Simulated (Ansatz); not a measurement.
Density of states of a CuAu cell (elements on a fcc lattice, relaxed), per eV and atom, broadened by Gaussian smearing of width 0.1 eV and averaged over bins of 0.4 eV, from 8 eV under the Fermi level at most up to where the solved bands end.

All numbers below come from DFT PBE, scalar-relativistic, plane waves, PAW (Ansatz 0.2.0).

Settings: cutoff 420 eV, Γ-centred mesh 6×6×6 on the computed 16-atom cell, Gaussian smearing of 0.10 eV; no spin polarisation.

```yaml
crystal:
  lattice:
    - [-3.83764, 4.11548, -3.87816]
    - [3.83764, 4.08331, 3.84599]
    - [3.83746, -4.08331, -3.84581]
  atoms:
    - { symbol: Cu, position: [0.50571, 0.01705, 0.50809] }
    - { symbol: Cu, position: [0.72993, 0.48972, 0.74045] }
    - { symbol: Cu, position: [0.27275, 0.26384, 0.50919] }
    - { symbol: Cu, position: [0.49698, 0.73653, 0.74158] }
    - { symbol: Cu, position: [0.49699, 0.25569, 0.26071] }
    - { symbol: Cu, position: [0.25063, 0.49558, 0.25534] }
    - { symbol: Cu, position: [0.75204, 0.25799, 0.99432] }
    - { symbol: Cu, position: [0.50569, 0.49789, 0.98894] }
    - { symbol: Au, position: [0.28894, 0.02471, 0.76450] }
    - { symbol: Au, position: [0.99471, 0.25418, 0.75435] }
    - { symbol: Au, position: [0.00798, 0.49939, 0.49532] }
    - { symbol: Au, position: [0.74041, 0.00437, 0.23632] }
    - { symbol: Au, position: [0.71374, 0.72886, 0.48516] }
    - { symbol: Au, position: [0.00799, 0.01295, 0.00888] }
    - { symbol: Au, position: [0.99469, 0.74062, 0.24078] }
    - { symbol: Au, position: [0.26228, 0.74922, 0.01334] }
```

```tsv
E − E_F (eV)	total	Cu 3d	Au 5d	Au 6s	Cu 4s
-7.85	0.107	0.001	0.006	0.066	0.033
-7.45	0.163	0.003	0.015	0.089	0.054
-7.05	0.238	0.006	0.054	0.107	0.068
-6.65	0.483	0.017	0.222	0.146	0.093
-6.25	1.057	0.056	0.757	0.132	0.107
-5.85	1.357	0.088	1.064	0.101	0.096
-5.45	1.520	0.124	1.237	0.067	0.079
-5.05	1.399	0.147	1.138	0.042	0.057
-4.65	1.488	0.208	1.160	0.039	0.057
-4.25	1.616	0.275	1.224	0.041	0.050
-3.85	1.613	0.364	1.130	0.042	0.049
-3.45	1.648	0.619	0.915	0.044	0.046
-3.05	2.058	1.108	0.820	0.054	0.042
-2.65	2.418	1.771	0.538	0.040	0.031
-2.25	2.846	2.243	0.514	0.031	0.027
-1.85	3.257	2.555	0.626	0.027	0.024
-1.45	2.857	2.264	0.518	0.033	0.031
-1.05	0.410	0.196	0.088	0.053	0.046
-0.65	0.331	0.114	0.067	0.064	0.053
-0.25	0.365	0.085	0.064	0.075	0.071
0.15	0.225	0.041	0.035	0.051	0.047
0.55	0.330	0.043	0.045	0.075	0.074
0.95	0.248	0.026	0.027	0.049	0.051
```

The columns after the total are the largest Löwdin projections on the valence shells of the potentials, so they needn't add up, and the weight of a shell that a potential lacks goes to other orbitals. The cell has no gap on the mesh.

Spin-orbit coupling is left out, which matters for the bands of heavy elements.

Cost: 2 runs of about 17 core-minutes in all (earlier runs that led there not counted), on Intel Xeon Platinum 8375C (Ice Lake) (shared hosts).